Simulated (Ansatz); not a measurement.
Crystal: TiO2.

```
CELL_PARAMETERS angstrom
4.59984 0.00000 0.00000
0.00000 4.59984 0.00000
0.00000 0.00000 2.95921
ATOMIC_POSITIONS crystal
Ti 0.00000 0.00000 0.50000
Ti 0.50000 0.50000 0.00000
O 0.30432 0.30432 0.50000
O 0.19568 0.80432 0.00000
O 0.80432 0.19568 0.00000
O 0.69568 0.69568 0.50000
```

The cell is a database's computed one.

Program: Ansatz 0.2.0. Alike in all runs: task band structure; potentials or basis Ansatz PAW; no spin polarisation; cell as given; k mesh 6 × 6 × 9; cutoff (eV) 420; smearing fermi-dirac 0.05 eV.

Task: Order these runs on this cell by their pressure, lowest first.
A. level PBE
B. level PBE+U; U Ti d U = 3 eV; hubbard projectors ortho-atomic (the default); double counting fll (the default)
C. level PBE+U; U Ti d U = 6 eV; hubbard projectors ortho-atomic (the default); double counting fll (the default)
D. level PBE+U; U Ti d U = 8 eV; hubbard projectors ortho-atomic (the default); double counting fll (the default)

Result: A (4.2 GPa), B (6.9 GPa), C (10.0 GPa), D (12.3 GPa).
